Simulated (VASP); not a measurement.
# InPd (Pm-3m) in VASP: a series of runs

The runs below take InPd through single point, with r2SCAN.

Everything below comes from runs of VASP 6.6.1. Logs are shortened: lines on timing, memory, paths and dates and some standing lists are left out, and cuts for length are marked.

### 1 The structure

Symmetry: Pm-3m, No. 221, cubic system. The conventional cell has a = 3.272 Å, b = 3.272 Å, c = 3.272 Å, α = 90.00°, β = 90.00°, γ = 90.00°. In (site symmetry m-3m) is surrounded by 8 Pd at 2.83 Å. Pd (site symmetry m-3m) has 8 In at 2.83 Å as nearest neighbours.

The cell comes from a database or a generator and needn't be the stable form of this composition.

### 2 Single point, r2SCAN

File INCAR:

```
  PREC = Accurate
  ENCUT = 400
  EDIFF = 0.001
  ISMEAR = 0
  SIGMA = 0.15
  LREAL = F
  LASPH = T
  NELM = 100
  ALGO = Normal
  ISIF = 2
  LWAVE = F
  LCHARG = F
  METAGGA = R2SCAN
  LMIXTAU = T
  ADDGRID = F
```

File KPOINTS:

```
regular mesh
0
Gamma
  6 6 6
```

File POSCAR:

```
InPd
1.0
    3.2718847800      0.0000000000      0.0000000000
    0.0000000000      3.2718847800      0.0000000000
    0.0000000000      0.0000000000      3.2718847800
In Pd
1 1
Direct
    0.0076950000     -0.0345290000      0.0307480000
    0.5133770000      0.5169540000      0.5028010000
```

Potentials or basis: VASP PAW PBE potentials, release 64 (In_d, Pd).

On the command line:

```
$ cat potpaw_PBE.64/In_d/POTCAR potpaw_PBE.64/Pd/POTCAR > POTCAR
$ mpirun -np 1 vasp_std > vasp.out
```

OUTCAR:

```text
PREC = Accurate
   ENCUT = 400
   EDIFF = 0.001
   ISMEAR = 0
   LREAL = F
   LASPH = T
   NELM = 100
   ISIF = 2
   METAGGA = R2SCAN

 Found    112 irreducible k-points:

 Following reciprocal coordinates:
            Coordinates               Weight
  0.000000  0.000000  0.000000      1.000000
  0.166667  0.000000  0.000000      2.000000
  0.000000  0.166667  0.000000      2.000000
  0.000000  0.000000  0.166667      2.000000
  0.333333  0.000000  0.000000      2.000000
  0.000000  0.333333  0.000000      2.000000
   k-points           NKPTS =    112   k-points in BZ     NKDIM =    112   number of bands    NBANDS=     15
   number of dos      NEDOS =    301   number of ions     NIONS =      2
   total plane-waves  NPLWV =  13824
   dimension x,y,z NGX =    24 NGY =   24 NGZ =   24
   dimension x,y,z NGXF=    48 NGYF=   48 NGZF=   48
   ions per type =               1   1
   NGX,Y,Z   is equivalent  to a cutoff of  12.19, 12.19, 12.19 a.u.
   NGXF,Y,Z  is equivalent  to a cutoff of  24.39, 24.39, 24.39 a.u.
 SYSTEM =  unknown system
   PREC   = accura    normal or accurate (medium, high low for compatibility)
   ISTART =      0    job   : 0-new  1-cont  2-samecut
   ICHARG =      2    charge: 1-file 2-atom 10-const
   ISPIN  =      1    spin polarized calculation?
   LNONCOLLINEAR =      F non collinear calculations
   LSORBIT =      F    spin-orbit coupling
   LASPH  =      T    aspherical Exc in radial PAW
   ENCUT  =  400.0 eV  29.40 Ry    5.42 a.u.   5.34  5.34  5.34*2*pi/ulx,y,z
   NELM   =    100;   NELMIN=  2; NELMDL= -5     # of ELM steps
   EDIFF  = 0.1E-02   stopping-criterion for ELM
   LREAL  =      F    real-space projection
   EDIFFG = 0.1E-01   stopping-criterion for IOM
   NSW    =      0    number of steps for IOM
   IBRION =     -1    ionic relax: 0-MD 1-quasi-New 2-CG
   NFREE  =      0    steps in history (QN), initial steepest desc. (CG)
   ISIF   =      2    stress and relaxation
   ISYM   =      2    0-nonsym 1-usesym 2-fastsym
   POTIM  = 0.5000    time-step for ionic-motion
   TEBEG  =    0.0;   TEEND  =   0.0 temperature during run
   PSTRESS=    0.0 pullay stress
   NELECT =      23.0000    total number of electrons
   NUPDOWN=      -1.0000    fix difference up-down
   EMIN   =  10.00;   EMAX   =-10.00  energy-range for DOS
   EFERMI =   0.00;   METHOD = LEGACY
   ISMEAR =     0;   SIGMA  =   0.15  broadening in eV -4-tet -1-fermi 0-gaus
   EFERMI_NEDOS =   21; number of points for ismear=-14 and -15
   IALGO  =     38    algorithm
   IMIX   =      4    mixing-type and parameters
     AMIX     =   0.40;   BMIX     =  1.00
     AMIX_MAG =   1.60;   BMIX_MAG =  1.00
  volume/ion in A,a.u.               =      17.51       118.18
  Fermi-wavevector in a.u.,A,eV,Ry     =   1.422938  2.688964 27.548447  2.024754
  Thomas-Fermi vector in A             =   2.543589
   LORBIT       =      0    0 simple, 1 ext, 2 COOP (PROOUT), +10 PAW based schemes
   METAGGA = R2SCAN    functional components
   LHFCALC =     F    Hartree Fock is set to
   AEXX    =    0.0000 exact exchange contribution
   IVDW    =     0    specifies the selected vdW correction
   LEPSILON=     F    determine dielectric tensor
   LRPA    =     F    only Hartree local field effects (RPA)
 non-spin polarized calculation
 Gauss-broadening in eV      SIGMA  =   0.15
  energy-cutoff  :      400.00
  volume of cell :       35.03
 maximum number of plane-waves:       655
 NGX is ok and might be reduce to    24
   NGX = 11   NGY = 11   NGZ = 11

 number of electron      23.0000015 magnetization

 Free energy of the ion-electron system (eV)
  ---------------------------------------------------
  ext. energy  EPLUGINS =         0.00000000
  ---------------------------------------------------
  free energy    TOTEN  =       -46.53473086 eV

  energy without entropy =      -46.52649055  energy(sigma->0) =      -46.53061071

 E-fermi :  10.4610     XC(G=0): -13.2366

 val. band max:       10.3387105614   @ k =  -0.3333   0.0000   0.3333
 cond. band min:      10.5306813116   @ k =   0.5000  -0.3333   0.3333
 fundamental gap:      0.1919707502
 Fermi energy:        10.4609930998

 k-point     1 :       0.0000    0.0000    0.0000
  band No.  band energies     occupation
      1      -5.1392      2.00000
      2      -5.1374      2.00000
      3      -4.7270      2.00000
      4      -4.7096      2.00000
      5      -4.7032      2.00000
      6      -0.0453      2.00000
      7       6.3284      2.00000
      8       6.3469      2.00000
      9       7.9519      2.00000
     10       7.9584      2.00000
     11       7.9633      2.00000
     12      14.9409      0.00000
     13      14.9800      0.00000
     14      15.0786      0.00000
     15      20.4193      0.00000

 k-point     2 :       0.1667    0.0000    0.0000
  band No.  band energies     occupation
      1      -5.1239      2.00000
      2      -5.0457      2.00000
      3      -4.7543      2.00000
      4      -4.7331      2.00000
      5      -4.7034      2.00000
      6       0.4160      2.00000
      7       6.3460      2.00000
      8       6.3906      2.00000
      9       7.6569      2.00000
     10       7.6856      2.00000
     11       7.9520      2.00000
     12      12.5168      0.00000
     13      15.8451      0.00000
     14      15.9187      0.00000
     15      20.7333      0.00000
[... 41 lines left out ...]
      3      -4.8085      2.00000
      4      -4.7925      2.00000
      5      -4.6906      2.00000
      6       1.7720      2.00000
      7       5.8907      2.00000
      8       6.3828      2.00000
      9       7.1729      2.00000
     10       7.2214      2.00000
     11       7.9345      2.00000
     12       9.8260      2.00000
     13      17.9548      0.00000
     14      18.0336      0.00000
     15      20.7223      0.00000

 k-point     6 :       0.0000    0.3333    0.0000
  band No.  band energies     occupation
      1      -5.0944      2.00000
      2      -4.8646      2.00000
      3      -4.7982      2.00000
      4      -4.7951      2.00000
      5      -4.6933      2.00000
      6       1.7609      2.00000
      7       5.8972      2.00000
      8       6.3761      2.00000
      9       7.1742      2.00000
     10       7.1924      2.00000
     11       7.9125      2.00000
     12       9.8822      2.00000
     13      17.9670      0.00000
     14      17.9828      0.00000
     15      20.7914      0.00000

 [... further k-points ...]

------------------------ aborting loop because EDIFF is reached ----------------------------------------

  FORCE on cell =-STRESS in cart. coord.  units (eV):
  Direction    XX          YY          ZZ          XY          YZ          ZX
  --------------------------------------------------------------------------------------
  -------------------------------------------------------------------------------------
  Total        0.5396189      0.3181943      0.4703344      0.0737656     -0.3525182     -0.0427684
  in kB       24.6833291     14.5548910     21.5141057      3.3741969    -16.1249400     -1.9563185
  external PRESSURE =      20.2507752 kB  Pullay stress =       0.0000000 kB

 VOLUME and BASIS-vectors are now :
 -----------------------------------------------------------------------------
  energy-cutoff  :      400.00
  volume of cell :       35.03
      direct lattice vectors                 reciprocal lattice vectors
     3.271884780  0.000000000  0.000000000     0.305634234  0.000000000  0.000000000
     0.000000000  3.271884780  0.000000000     0.000000000  0.305634234  0.000000000
     0.000000000  0.000000000  3.271884780     0.000000000  0.000000000  0.305634234

 POSITION                                       TOTAL-FORCE (eV/Angst)
 -----------------------------------------------------------------------------------
      0.02518      3.15891      0.10060         0.089562      0.714821     -0.422741
      1.67971      1.69141      1.64511        -0.089562     -0.714821      0.422741
 -----------------------------------------------------------------------------------
    total drift:                                0.001928      0.009238     -0.004532

  FREE ENERGIE OF THE ION-ELECTRON SYSTEM (eV)
  ---------------------------------------------------
  free  energy   TOTEN  =       -46.5347308585 eV

  energy  without entropy=      -46.5264905522  energy(sigma->0) =      -46.53061071
```

OSZICAR:

```text
N       E                     dE             d eps       ncg     rms          rms(c)
DAV:   1     0.107682936364E+03    0.10768E+03   -0.99497E+03  3395   0.174E+03
DAV:   2    -0.449285689234E+02   -0.15261E+03   -0.14875E+03  3514   0.380E+02
DAV:   3    -0.518628766881E+02   -0.69343E+01   -0.68831E+01  4228   0.906E+01
DAV:   4    -0.519965764027E+02   -0.13370E+00   -0.13367E+00  4369   0.114E+01
DAV:   5    -0.520016633735E+02   -0.50870E-02   -0.50869E-02  4906   0.194E+00    0.884E+00
DAV:   6    -0.466216261364E+02    0.53800E+01   -0.49482E+00  3500   0.360E+01    0.398E+00
DAV:   7    -0.464977436968E+02    0.12388E+00   -0.54110E-01  3661   0.941E+00    0.253E+00
DAV:   8    -0.465221915772E+02   -0.24448E-01   -0.14746E-01  3808   0.335E+00    0.137E+00
DAV:   9    -0.465205695805E+02    0.16220E-02   -0.86509E-02  3577   0.339E+00    0.309E-01
DAV:  10    -0.465340000739E+02   -0.13430E-01   -0.26997E-02  3647   0.202E+00    0.206E-01
DAV:  11    -0.465328576333E+02    0.11424E-02   -0.52286E-03  3745   0.784E-01    0.209E-01
DAV:  12    -0.465347584763E+02   -0.19008E-02   -0.11477E-03  2233   0.349E-01    0.907E-02
DAV:  13    -0.465347308585E+02    0.27618E-04   -0.83709E-04  2164   0.317E-01
   1 F= -.46534731E+02 E0= -.46530611E+02  d E =-.824031E-02
```

Wall time 37 s (1 thread of Intel Xeon 6975P-C (Granite Rapids), shared host); peak memory 0.17 GiB.

The run converged, but some of its settings lie outside the range that counts as converged, so its numbers aren't taken as properties of the crystal.

Results:

- Free energy: -46.5347 eV
- Pressure: 2.0 GPa
- Largest force: 0.835 eV/Å
- Band gap on the k mesh: none (metal or under the smearing width)

Caveat: the PAW data sets were made with another functional, which shifts forces and pressure a little.

### 3 Single point, r2SCAN

Edit INCAR of step 2 so:

```diff
@@ -2,3 +2,3 @@
   ENCUT = 400
-  EDIFF = 0.001
+  EDIFF = 1E-4
   ISMEAR = 0
```

KPOINTS is that of step 2.

File POSCAR:

```
InPd
1.0
    3.2718847800      0.0000000000      0.0000000000
    0.0000000000      3.2718847800      0.0000000000
    0.0000000000      0.0000000000      3.2718847800
In Pd
1 1
Direct
    0.0000000000      0.0000000000      0.0000000000
    0.5000000000      0.5000000000      0.5000000000
```

Potentials or basis: VASP PAW PBE potentials, release 64 (In_d, Pd).

On the command line:

```
$ cat potpaw_PBE.64/In_d/POTCAR potpaw_PBE.64/Pd/POTCAR > POTCAR
$ mpirun -np 1 vasp_std > vasp.out
```

Run time: 14 s. Hardware: 1 thread of Intel Xeon 6975P-C (Granite Rapids), shared host; peak memory 0.14 GiB.

The run converged, but some of its settings lie outside the range that counts as converged, so its numbers aren't taken as properties of the crystal.

What came out:

| Item | Value |
| --- | --- |
| Free energy | -46.6123 eV |
| Pressure | 0.1 GPa |
| Band gap on the k mesh | none (metal or under the smearing width) |

Caveat: the PAW data sets were made with another functional, which shifts forces and pressure a little.

### 4 For comparison

An earlier run on the cell as given: functional PBE; potentials or basis VASP PAW PBE potentials, release 64 (In_d, Pd); cutoff 520 eV; k mesh 8 × 8 × 8; occupations fermi-dirac, width 0.05 eV; no spin polarisation.

* Pressure: 3.7 GPa
* Band gap on the k mesh: none (metal or under the smearing width)
